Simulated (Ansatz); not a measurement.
# SnTe (Pm-3m) in Ansatz: elastic constants with PBE

Aim: the elastic constants of SnTe with PBE.

All numbers are computed with Ansatz 0.2.0; they aren't measurements. Logs are shortened: lines on timing, memory, paths and dates and some standing lists are left out, and cuts for length are marked.

### 1 Starting point

It takes space group Pm-3m (No. 221, cubic). The conventional cell has a = 3.905 Å, b = 3.905 Å, c = 3.905 Å, α = 90.00°, β = 90.00°, γ = 90.00°. Around Te (site symmetry m-3m) lie 8 Sn at 3.38 Å. Around Sn (site symmetry m-3m) lie 8 Te at 3.38 Å.

Measurements of this composition are mostly on another form, of space group No. 225.

### 2 Elastic constants, PBE

input.yaml

```yaml
crystal:
  lattice:
    - [3.9047, 0.0, 0.0]
    - [0.0, 3.9047, 0.0]
    - [0.0, 0.0, 3.9047]
  atoms:
    - { symbol: Te, position: [0.5, 0.5, 0.5] }
    - { symbol: Sn, position: [0.0, 0.0, 0.0] }
hamiltonian:
  xc: pbe
  pseudopotentials: { kind: paw }
kpoints:
  mp_grid: { grid: [5, 5, 5] }
scf:
  occupations: { method: fermi_dirac, width: 0.05 }
output:
  forces: true
  stress: true
elastic:
  mode: relaxed_ion
  stencil: two_point
```

Potentials or basis: Ansatz PAW.

The run is started by

```bash
ansatz run input.yaml --threads 2 --pin off --max-ram 5632MiB --backend cpu --events-out ev --progress --plain --runs-dir out
```

Output:

```text
Warning: RAYON_NUM_THREADS=2 ignored (pool sized by the plan → 2); use --threads N
Engine: ansatz 0.2.0, aarch64-unknown-linux-gnu
Pseudopotentials: kind: paw
Pseudopotential: Te, paw, valence charge 16, recommended cutoff 420 eV (normal), Te.paw.azcp
Pseudopotential: Sn, paw, valence charge 14, recommended cutoff 420 eV (normal), Sn.paw.azcp
Functional definition: PBE
  parameter kappa = 0.804
  parameter beta = 0.06672455060314922
  exchange = pbe_x(kappa = kappa, mu = beta*pi^2/3)
  correlation = pbe_c(beta = beta)
Crystal: 2 atoms, lattice volume = 59.534 Å³
Basis set: ecut = 420 eV, 1189 PW (Γ), exchange–correlation on 54×54×54 points (8 copies of the dense FFT grid, shifted against one another)
Bands: 19, of which v1, the nominal top of the filled ones, is band 15 counted from 1 (14 counted from 0)
Symmetry: 48 space group operations
Space group: Pm-3m (ITA 221), of the structure as read, at distance tolerance 3.9e-5 Å
k-points: 10 of 125
Non-local potential: Te, projectors of the file, l = 0: 2, l = 1: 2, l = 2: 2, l = 3: 2
Non-local potential: Sn, projectors of the file, l = 0: 2, l = 1: 2, l = 2: 2, l = 3: 2
PAW form: soft (Blöchl's): semilocal exchange-correlation on the pseudo side does not see the compensation charge
PAW one-centre angular grid: Te, 590 points (default); XC on 64 Gauss nodes
PAW one-centre angular grid: Sn, 590 points (default); XC on 64 Gauss nodes
Initial density: superposition of atomic densities (neutral atoms: chi_scale 0, normalization atom), corrected by the library's trained network
Initial wavefunctions: pseudopotential atomic-orbital guess
Functional: x = pbe(κ = 0.804, μ = 0.2195149727645171), c = pbe(β = 0.06672455060314922)
SCF iter   1: F=—  HF=-13004.274552 eV  |F-HF|=—  |Δ(HF+E_count)|=         —  Δρ=1.08e-3  dr2=5.19e-4  ethr=1.77e-3  ⟨swp⟩=6.4  Hψ=976  notcnv=0
preconditioner: auto → Resta (q_TF=auto, 2.434 Å⁻¹)  ε∞=2.6  [insulator: Δε(μ)=0.256 eV  Ē_g=16.873 eV  σ=0.050 eV  W_gap=0.72  n_scr=18 (ndim 8)  ℏωp=21.5 eV  f_vac=0.000  D(μ)=1.13/eV (n_scr^D=6)  ε∞_Penn≈2.6]
SCF iter   2: F=—  HF=-13004.273198 eV  |F-HF|=—  |Δ(HF+E_count)|=   1.35e-3  Δρ=6.07e-4  dr2=1.90e-4  ethr=1.73e-6  ⟨swp⟩=2.2  Hψ=433  notcnv=0
SCF iter   3: F=—  HF=-13004.273316 eV  |F-HF|=—  |Δ(HF+E_count)|=   1.18e-4  Δρ=2.53e-4  dr2=2.28e-5  ethr=6.33e-7  ⟨swp⟩=2.0  Hψ=292  notcnv=0
SCF iter   4: F=—  HF=-13004.273345 eV  |F-HF|=—  |Δ(HF+E_count)|=   2.84e-5  Δρ=9.80e-5  dr2=3.77e-6  ethr=7.61e-8  ⟨swp⟩=2.0  Hψ=303  notcnv=0
SCF iter   5: F=—  HF=-13004.273335 eV  |F-HF|=—  |Δ(HF+E_count)|=   9.98e-6  Δρ=1.68e-5  dr2=1.22e-7  ethr=1.26e-8  ⟨swp⟩=2.0  Hψ=341  notcnv=0
SCF iter   6: F=—  HF=-13004.273341 eV  |F-HF|=—  |Δ(HF+E_count)|=   5.96e-6  Δρ=4.39e-6  dr2=1.50e-8  ethr=4.07e-10  ⟨swp⟩=2.4  Hψ=339  notcnv=0
SCF iter   7: F=—  HF=-13004.273341 eV  |F-HF|=—  |Δ(HF+E_count)|=   7.98e-9  Δρ=1.19e-6  dr2=7.31e-10  ethr=5.00e-11  ⟨swp⟩=2.0  Hψ=341  notcnv=0
SCF iter   8: F=—  HF=-13004.273341 eV  |F-HF|=—  |Δ(HF+E_count)|=  1.96e-10  Δρ=1.91e-7  dr2=2.63e-11  ethr=2.44e-12  ⟨swp⟩=2.0  Hψ=288  notcnv=0
SCF iter   9: F=—  HF=-13004.273341 eV  |F-HF|=—  |Δ(HF+E_count)|=  1.09e-11  Δρ=6.15e-8  dr2=2.07e-12  ethr=8.76e-14 (applied; sched 1.00e-12)  ⟨swp⟩=2.0  Hψ=341  notcnv=0
SCF iter  10: F=-13004.273341 eV  HF=-13004.273341 eV  |F-HF|=1.82e-12  |Δ(HF+E_count)|=  7.28e-12  Δρ=2.62e-9  dr2=5.01e-15  ethr=1.00e-12  ⟨swp⟩=3.9  Hψ=845  notcnv=0
SCF 1 converged in 10 iterations: F = -13004.273341 eV  dr2 = 5.01e-15
Crystal: 2 atoms, lattice volume = 59.415 Å³
Symmetry: 16 space group operations
k-points: 18 of 125
Initial density: handed on by an earlier stage of this run
Initial wavefunctions: those handed on with the density
iter 1 solved again at ethr=3.35e-8 eV; its pass at ethr=3.10e-3 eV (dr2=1.00e-5 eV) is discarded
SCF iter   1: F=—  HF=-13004.273629 eV  |F-HF|=—  |Δ(HF+E_count)|=         —  Δρ=6.50e-5  dr2=3.37e-6  ethr=3.35e-8  ⟨swp⟩=3.1  Hψ=2150  notcnv=0
preconditioner: auto → Resta (q_TF=auto, 2.435 Å⁻¹)  ε∞=2.6  [insulator: Δε(μ)=0.255 eV  Ē_g=16.885 eV  σ=0.050 eV  W_gap=0.73  n_scr=18 (ndim 8)  ℏωp=21.5 eV  f_vac=0.000  D(μ)=1.13/eV (n_scr^D=6)  ε∞_Penn≈2.6]
SCF iter   2: F=—  HF=-13004.273663 eV  |F-HF|=—  |Δ(HF+E_count)|=   3.34e-5  Δρ=3.15e-5  dr2=6.18e-7  ethr=1.12e-8  ⟨swp⟩=1.5  Hψ=355  notcnv=0
SCF iter   3: F=—  HF=-13004.273662 eV  |F-HF|=—  |Δ(HF+E_count)|=   4.24e-7  Δρ=6.24e-6  dr2=2.12e-8  ethr=2.06e-9  ⟨swp⟩=2.0  Hψ=424  notcnv=0
[... 10 lines left out ...]
SCF iter   3: F=—  HF=-13004.272923 eV  |F-HF|=—  |Δ(HF+E_count)|=   8.50e-6  Δρ=1.17e-6  dr2=5.18e-11  ethr=7.42e-11  ⟨swp⟩=1.9  Hψ=366  notcnv=0
SCF iter   4: F=—  HF=-13004.272923 eV  |F-HF|=—  |Δ(HF+E_count)|=   6.94e-9  Δρ=1.12e-7  dr2=8.65e-12  ethr=1.73e-13 (applied; sched 1.00e-12)  ⟨swp⟩=2.7  Hψ=566  notcnv=0
[... 8 lines left out ...]
SCF iter   2: F=—  HF=-13004.273322 eV  |F-HF|=—  |Δ(HF+E_count)|=   3.30e-5  Δρ=2.24e-5  dr2=3.09e-7  ethr=2.95e-9  ⟨swp⟩=1.0  Hψ=513  notcnv=0
SCF iter   3: F=—  HF=-13004.273322 eV  |F-HF|=—  |Δ(HF+E_count)|=   1.81e-8  Δρ=1.32e-6  dr2=6.07e-10  ethr=1.03e-9  ⟨swp⟩=2.0  Hψ=610  notcnv=0
SCF iter   4: F=—  HF=-13004.273322 eV  |F-HF|=—  |Δ(HF+E_count)|=   1.90e-9  Δρ=4.22e-7  dr2=5.52e-11  ethr=2.02e-12  ⟨swp⟩=2.3  Hψ=910  notcnv=0
SCF iter   5: F=—  HF=-13004.273322 eV  |F-HF|=—  |Δ(HF+E_count)|=  2.73e-11  Δρ=8.00e-8  dr2=3.74e-12  ethr=1.84e-13 (applied; sched 1.00e-12)  ⟨swp⟩=2.0  Hψ=711  notcnv=0
SCF iter   6: F=—  HF=-13004.273322 eV  |F-HF|=—  |Δ(HF+E_count)|=    0.00e0  Δρ=1.24e-8  dr2=1.16e-13  ethr=1.25e-14 (applied; sched 1.00e-12)  ⟨swp⟩=2.4  Hψ=843  notcnv=0
SCF iter   7: F=-13004.273322 eV  HF=-13004.273322 eV  |F-HF|=3.64e-12  |Δ(HF+E_count)|=    0.00e0  Δρ=2.87e-9  dr2=6.54e-15  ethr=1.00e-12  ⟨swp⟩=4.7  Hψ=1822  notcnv=0
SCF 4 converged in 7 iterations: F = -13004.273322 eV  dr2 = 6.54e-15
iter 1 solved again at ethr=2.21e-11 eV; its pass at ethr=3.10e-3 eV (dr2=6.64e-9 eV) is discarded
SCF iter   1: F=—  HF=-13004.273286 eV  |F-HF|=—  |Δ(HF+E_count)|=         —  Δρ=2.30e-5  dr2=6.64e-9  ethr=2.21e-11  ⟨swp⟩=2.4  Hψ=2941  notcnv=0
preconditioner: auto → Resta (q_TF=auto, 2.434 Å⁻¹)  ε∞=2.6  [insulator: Δε(μ)=0.253 eV  Ē_g=16.879 eV  σ=0.050 eV  W_gap=0.72  n_scr=18 (ndim 8)  ℏωp=21.5 eV  f_vac=0.000  D(μ)=1.13/eV (n_scr^D=6)  ε∞_Penn≈2.6]
SCF iter   2: F=—  HF=-13004.273321 eV  |F-HF|=—  |Δ(HF+E_count)|=   3.51e-5  Δρ=1.16e-5  dr2=1.68e-9  ethr=2.21e-11  ⟨swp⟩=2.0  Hψ=900  notcnv=0
SCF iter   3: F=—  HF=-13004.273322 eV  |F-HF|=—  |Δ(HF+E_count)|=   6.97e-7  Δρ=1.59e-7  dr2=8.94e-12  ethr=5.59e-12  ⟨swp⟩=1.0  Hψ=513  notcnv=0
SCF iter   4: F=—  HF=-13004.273322 eV  |F-HF|=—  |Δ(HF+E_count)|=  3.82e-11  Δρ=5.17e-8  dr2=3.82e-13  ethr=2.98e-14 (applied; sched 1.00e-12)  ⟨swp⟩=2.0  Hψ=649  notcnv=0
SCF iter   5: F=-13004.273322 eV  HF=-13004.273322 eV  |F-HF|=5.46e-12  |Δ(HF+E_count)|=  1.82e-12  Δρ=1.84e-8  dr2=6.92e-14  ethr=1.00e-12  ⟨swp⟩=4.7  Hψ=1744  notcnv=0
SCF 5 converged in 5 iterations: F = -13004.273322 eV  dr2 = 6.92e-14
SCF converged after 10 iterations
Free energy (F): -13004.273341 eV
Harris-Foulkes:  -13004.273341 eV  (|F-HF|=1.82e-12)
Internal energy: -13004.264187 eV  (E = F + TS)
E sigma→0 (E₀):  -13004.268764 eV
Entropy (-TS):   -0.009154 eV (-4.577 meV/atom)
Fermi energy:    9.994504 eV
--- Per-component energies (eV) ---
  E_band       = -332.478433
  E_kinetic    = 364.767753
  E_local      = -1968.274360  (includes V_loc(G=0)·N_el)
  E_nonlocal   = -343.340062
  E_hartree    = 1272.185172
  E_xc         = -507.131857
  E_vxc        = -200.158359  (∫ρ·V_xc dr)
  E_paw        = -8795.315042  (= ΣΔE_a)
  E_vpaw       = -729.843586  (= ΣTr[D̂ρ^β])
  E_aug_tail   = -0.000167  (compensation charges beyond the density's cutoff)
  E_ewald      = -3027.155625
  E_smearing   = -0.009154  (= −TS)
  E_closure    = -0.000000  (closes the sum)
  Σ components = -13004.273341   (vs F -13004.273341, Δ=0.00e0)
--- Forces (eV/Å), atoms counted from 1 ---
  atom   1  Te     0.00000000     0.00000000    -0.00000000
  atom   2  Sn    -0.00000000     0.00000000    -0.00000000
  max |Σ_I F_I| component: 2.37e-30 eV/Å
--- Stress (GPa, compression-positive) ---
       -0.497979       0.000000       0.000000
       -0.000000      -0.497979      -0.000000
        0.000000      -0.000000      -0.497979
  P = ⅓ Tr σ = -0.4980 GPa (-4.980 kbar)
--- Band table (eV; the first three rows and the last of 10) ---
  k-point 0: bands = ["-26.6372", "-26.6372", "-26.6321", "-26.6321", "-26.6321", "-11.7245", "-11.7245", "-11.6867", "-11.6867", "-11.6867", "-2.3879", "4.5990", "8.1976", "8.1976", "8.1976", "13.5182", "13.5182", "15.2638", "15.2638"]
  k-point 1: bands = ["-26.6371", "-26.6353", "-26.6325", "-26.6325", "-26.6320", "-11.7241", "-11.7134", "-11.6904", "-11.6904", "-11.6865", "-2.0841", "3.6551", "8.2658", "8.5548", "8.5548", "13.4168", "13.8609", "14.2321", "14.2321"]
  k-point 2: bands = ["-26.6371", "-26.6332", "-26.6332", "-26.6323", "-26.6320", "-11.7234", "-11.6964", "-11.6964", "-11.6953", "-11.6862", "-1.3805", "2.0731", "9.1945", "9.4269", "9.4269", "11.0301", "12.4731", "12.4731", "14.8617"]
  k-point 9: bands = ["-26.6344", "-26.6343", "-26.6343", "-26.6297", "-26.6297", "-11.7068", "-11.7063", "-11.7063", "-11.6784", "-11.6784", "-0.0879", "4.1047", "6.8000", "6.8368", "6.8368", "9.3939", "9.3939", "10.6962", "20.9529"]
--- Elastic constants: 2 strain directions × 2 members + reference (group order 48) ---
  dense FFT box of the reference and of every strained cell: 27×27×27
  strains applied: 11, 23; error gains: componentwise 1.00 (the most a stress slope's error grows in a printed constant), spectral 1.73 (1 for all six strains in a standard setting)
  C = ∂σ_k/∂η_j (tension-positive GPa; Voigt order 11 22 33 23 13 12):
        63.002     33.552     33.552     -0.000     -0.000     -0.000
        33.552     63.002     33.552     -0.000     -0.000     -0.000
        33.552     33.552     63.002     -0.000     -0.000     -0.000
        -0.000     -0.000      0.000     23.559     -0.000      0.000
         0.000      0.000     -0.000      0.000     23.559      0.000
        -0.000      0.000     -0.000      0.000      0.000     23.559
  reference stress σ⁰ (GPa):      0.498      0.498      0.498      0.000     -0.000     -0.000
  C* (energy form; C + prestress term) asymmetry max|C*_kj − C*_jk| = 7.105e-15 GPa — a small one proves nothing (zero by symmetry where the batch's group is 432, −43m or m−3m); a large one is finite-difference/SCF noise where every solve meets its electron count
  moduli (Voigt/Reuss/Hill, GPa): K = 43.37/43.37/43.37   G = 20.03/19.00/19.51   E = 50.90   ν = 0.304
  mechanically stable: yes (min eigenvalue of sym C = 23.56 GPa)
  strain η (Voigt 11):  stress-route row diagonal C_11 = 63.00 GPa, energy-path curvature d²(F+E_count+ΔE)/dδ²/Ω₀ = 63.03 GPa
         δ    σ_11 (GPa)             F (eV)   n_scf  n_hpsi   n_pw
    -2.000e-3       0.3711      -13004.2736621       7    6102   1189   relax 0 steps, max|allowed force component| 8.84e-29 eV/Å
     2.000e-3       0.6231      -13004.2729227       6    5263   1189   relax 0 steps, max|allowed force component| 8.72e-29 eV/Å
  strain η (Voigt 23):  stress-route row diagonal C_44 = 23.56 GPa, energy-path curvature d²(F+E_count+ΔE)/dδ²/Ω₀ = 23.34 GPa
         δ    σ_23 (GPa)             F (eV)   n_scf  n_hpsi   n_pw
    -2.000e-3      -0.0471      -13004.2733219       7    9287   1189   relax 0 steps, max|allowed force component| 3.94e-31 eV/Å
     2.000e-3       0.0471      -13004.2733219       5    7287   1189   relax 0 steps, max|allowed force component| 6.31e-30 eV/Å
```

It took 3.4 s on 2 threads of Arm Neoverse V2, shared host; peak memory 0.35 GiB.

Results:

| Quantity | Value |
| --- | --- |
| Free energy | -13004.2733 eV |
| Pressure | -0.5 GPa |
| Band gap on the k mesh | none (metal or under the smearing width) |
| Elastic constants C11, C12, C44 | 63, 34, 24 GPa |
| Voigt bulk modulus | 43 GPa |

Elastic tensor in Voigt notation (GPa, in the Cartesian axes of the cell as first typed):
```
63 34 34  0  0  0
34 63 34  0  0  0
34 34 63  0  0  0
 0  0  0 24  0  0
 0  0  0  0 24  0
 0  0  0  0  0 24
```

Caveat: elastic constants of metals need much finer meshes, so these are rough.
